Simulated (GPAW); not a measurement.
Consider C on a Si site in YSi2.

```xyz
18
Lattice="5.7750 -3.3342 0.0000 -5.7750 -3.3342 0.0000 0.0000 0.0000 -8.2800" Properties=species:S:1:pos:R:3 pbc="T T T"
Y    -0.0329   -0.0192   -0.0133
Y     1.9312   -3.2882   -0.0143
Y    -0.0266   -0.0165   -4.1300
Y    -1.8804   -3.3537   -0.0149
Y     1.9314   -3.2880   -4.1277
Y    -1.8773   -3.3560   -4.1278
C     1.9203   -5.5563   -6.2094
Si   -1.9155   -5.5603   -6.2097
Si   -3.8440   -2.2204   -2.0704
Si    0.0041   -2.2179   -6.2104
Si   -1.9188   -5.5553   -2.0714
Si    0.0065   -2.2193   -2.0701
Si    0.2317   -4.5698   -6.2141
Si   -3.8384   -4.1828   -6.2135
Si    0.0025   -4.4407   -2.0716
Si   -2.1531   -1.2489   -6.2088
Si   -3.8441   -4.4472   -2.0707
Si   -1.9161   -1.1069   -2.0737
```

Absorber: atom 7, with 3 Si at 1.96 Å (trigonal planar; the defect atom itself). Method: GPAW, PBE, excited-electron core hole (neutral cell), 18-atom cell with 6.7 Å between holes, 3×3×2 k points, dipole transitions, Gaussian full width 0.9 eV up to 4 eV, rising linearly to 3.5 eV at 25 eV.

Predict the near-edge structure at the C K edge.

Main maxima up to 24 eV above the zero (height): 1.7 eV (2.42), 3.5 eV (1.46), 10.4 eV (1.02), 14.7 eV (0.86) and 20.0 eV (0.90). A K edge sees empty p states on the absorber. The total-energy difference is 289.81 eV. One term is added: -6.71 eV, since the hole is spin-paired here and a spin-polarised one costs that much less in the free atom (computed apart). The photon energy is then 283.11 eV. The functional leaves an error of a few eV in such absolute values.

The C K spectrum (energy from the lowest empty level; intensity scaled to a mean of 1 over the first 20 eV):

| E (eV) | isotropic | ε ∥ x | ε ∥ z |
| --- | --- | --- | --- |
| -2.0 | 0.00 | 0.00 | 0.00 |
| -1.5 | 0.00 | 0.00 | 0.00 |
| -1.0 | 0.01 | 0.02 | 0.01 |
| -0.5 | 0.27 | 0.34 | 0.14 |
| 0.0 | 1.09 | 1.26 | 0.74 |
| 0.5 | 1.46 | 1.66 | 1.05 |
| 1.0 | 1.89 | 2.03 | 1.59 |
| 1.5 | 2.38 | 2.37 | 2.39 |
| 2.0 | 2.25 | 2.06 | 2.63 |
| 2.5 | 1.45 | 1.30 | 1.76 |
| 3.0 | 1.24 | 0.86 | 2.00 |
| 3.5 | 1.46 | 0.71 | 2.95 |
| 4.0 | 1.35 | 0.86 | 2.33 |
| 4.5 | 1.13 | 1.14 | 1.12 |
| 5.0 | 1.00 | 1.20 | 0.60 |
| 5.5 | 1.02 | 1.31 | 0.45 |
| 6.0 | 0.89 | 1.21 | 0.25 |
| 6.5 | 0.76 | 0.95 | 0.39 |
| 7.0 | 0.77 | 0.81 | 0.69 |
| 7.5 | 0.78 | 0.79 | 0.77 |
| 8.0 | 0.81 | 0.87 | 0.68 |
| 8.5 | 0.86 | 0.99 | 0.58 |
| 9.0 | 0.89 | 1.08 | 0.51 |
| 9.5 | 0.92 | 1.14 | 0.48 |
| 10.0 | 0.99 | 1.25 | 0.47 |
| 10.5 | 1.02 | 1.31 | 0.43 |
| 11.0 | 0.89 | 1.14 | 0.40 |
| 11.5 | 0.68 | 0.80 | 0.44 |
| 12.0 | 0.55 | 0.53 | 0.57 |
| 12.5 | 0.55 | 0.45 | 0.74 |
| 13.0 | 0.64 | 0.51 | 0.88 |
| 13.5 | 0.74 | 0.64 | 0.92 |
| 14.0 | 0.81 | 0.78 | 0.89 |
| 14.5 | 0.86 | 0.88 | 0.81 |
| 15.0 | 0.85 | 0.92 | 0.73 |
| 15.5 | 0.81 | 0.88 | 0.66 |
| 16.0 | 0.75 | 0.81 | 0.62 |
| 16.5 | 0.71 | 0.76 | 0.61 |
| 17.0 | 0.71 | 0.75 | 0.63 |
| 17.5 | 0.74 | 0.78 | 0.65 |
| 18.0 | 0.78 | 0.83 | 0.67 |
| 18.5 | 0.82 | 0.88 | 0.68 |
| 19.0 | 0.85 | 0.94 | 0.69 |
| 19.5 | 0.88 | 0.98 | 0.69 |
| 20.0 | 0.90 | 1.00 | 0.68 |
| 20.5 | 0.89 | 0.99 | 0.67 |
| 21.0 | 0.85 | 0.95 | 0.65 |
| 21.5 | 0.79 | 0.89 | 0.61 |
| 22.0 | 0.73 | 0.82 | 0.57 |
| 22.5 | 0.67 | 0.75 | 0.52 |
| 23.0 | 0.61 | 0.68 | 0.48 |
| 23.5 | 0.56 | 0.62 | 0.44 |
| 24.0 | 0.51 | 0.56 | 0.41 |
| 24.5 | 0.47 | 0.51 | 0.40 |
| 25.0 | 0.43 | 0.46 | 0.39 |
| 25.5 | 0.41 | 0.42 | 0.40 |

In so small a cell the defects form an ordered array, and no site is far from one. The mesh is coarse (0.38 Å⁻¹ between points), so small maxima may be mesh ripples.

[Banner, clock and machine lines of the logs are left out without a mark of their own.]

[Logs are printed without paths, hosts, clocks, repeated set-up lines and the standing remarks that a program may print on its own settings, such as how far it seeks lower states.]

[Hosts, paths, dates, database ids (printed as entryN), source tags and the programs' standing remarks are cut or masked in the printed files.]

[Lists of maxima count a maximum above −3 eV only where it reaches 4 % of the highest in the window and stands out from its surroundings by 2 % of it (1.5 % where it reaches 55 %); shoulders and weaker maxima are passed over, and of the rest the first, up to two pre-edge ones and the few strongest are named.]
